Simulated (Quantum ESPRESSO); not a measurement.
A calculation with Quantum ESPRESSO 7.5 of Cu (native input, structure typed inline):

File pw.in:

```
&CONTROL
  calculation = 'scf'
  prefix = 'pwscf'
  outdir = './tmp'
  pseudo_dir = './pseudo'
  tprnfor = .true.
  tstress = .true.
  disk_io = 'low'
/
&SYSTEM
  ibrav = 0
  nat = 1
  ntyp = 1
  ecutwfc = 56
  ecutrho = 448
  nbnd = 16
  occupations = 'smearing'
  smearing = 'fd'
  degauss = 0.00367493
/
&ELECTRONS
  conv_thr = 2d-10
  electron_maxstep = 120
  mixing_beta = 0.5
/
ATOMIC_SPECIES
Cu    63.5460 cu_pbesol_v1.2.uspp.F.UPF
CELL_PARAMETERS angstrom
   0.0000000000    1.8075000000    1.8075000000
   1.8075000000    0.0000000000    1.8075000000
   1.8075000000    1.8075000000    0.0000000000
ATOMIC_POSITIONS crystal
Cu     0.0000000000    0.0000000000    0.0000000000
K_POINTS automatic
13 13 13 0 0 0
```

pp_density.in

```
&INPUTPP
  prefix = 'pwscf'
  outdir = './tmp'
  filplot = 'density.dat'
  plot_num = 0
/
&PLOT
  nfile = 1
  filepp(1) = 'density.dat'
  iflag = 3
  output_format = 6
  fileout = 'density.cube'
/
```

The input pp_potential.in:

```
&INPUTPP
  prefix = 'pwscf'
  outdir = './tmp'
  filplot = 'potential.dat'
  plot_num = 11
/
&PLOT
  nfile = 1
  filepp(1) = 'potential.dat'
  iflag = 3
  output_format = 6
  fileout = 'potential.cube'
/
```

Potentials or basis: GBRV 1.5 PBEsol.

The run is started by

```console
$ OMP_NUM_THREADS=1 mpirun -n 2 pw.x -nk 2 -in pw.in > pw.out
$ OMP_NUM_THREADS=1 mpirun -n 1 pp.x -in pp_density.in > pp_density.out
$ OMP_NUM_THREADS=1 mpirun -n 1 pp.x -in pp_potential.in > pp_potential.out
```

Q: Write the same calculation in another form: ASE script, structure from a POSCAR.

A: As run:

run.py

```python
import numpy as np
from ase.calculators.espresso import Espresso, EspressoProfile
from ase.io import read

atoms = read('POSCAR')

input_data = {
    'control': {'calculation': 'scf', 'prefix': 'pwscf', 'outdir': './tmp', 'tprnfor': True, 'tstress': True, 'disk_io': 'nowf'},
    'system': {'ecutwfc': 56.0, 'ecutrho': 448.0, 'nbnd': 16, 'occupations': 'smearing', 'smearing': 'fd', 'degauss': 0.00367493},
    'electrons': {'conv_thr': 2e-10, 'electron_maxstep': 120, 'mixing_beta': 0.5},
}
pseudopotentials = {'Cu': 'cu_pbesol_v1.2.uspp.F.UPF'}
profile = EspressoProfile(command='mpirun -n 2 pw.x -nk 2', pseudo_dir='pseudo')
dft = Espresso(profile=profile, input_data=input_data, pseudopotentials=pseudopotentials, kpts=(13, 13, 13), koffset=(0, 0, 0))
atoms.calc = dft

print(f'energy {atoms.get_potential_energy():.8f} eV')
print('forces (eV/A)')
print(np.round(atoms.get_forces(), 6))
print('stress (eV/A^3, Voigt)')
print(np.round(atoms.get_stress(), 8))
print(f'Fermi level {dft.get_fermi_level():.4f} eV')
```

The input POSCAR:

```
Cu
1.0
    0.0000000000      1.8075000000      1.8075000000
    1.8075000000      0.0000000000      1.8075000000
    1.8075000000      1.8075000000      0.0000000000
Cu
1
Direct
    0.0000000000      0.0000000000      0.0000000000
```

Potentials or basis: GBRV 1.5 PBEsol.

Launch:

```sh
$ OMP_NUM_THREADS=1 python run.py
```

Both were run:

|  | native input, structure typed inline | ASE script, structure from a POSCAR |
| --- | --- | --- |
| Pressure | -6.6 GPa | -6.6 GPa |
| Band gap on the k mesh | none (metal or under the smearing width) | none (metal or under the smearing width) |

Keys that steer only the numerical path or the files written may differ.
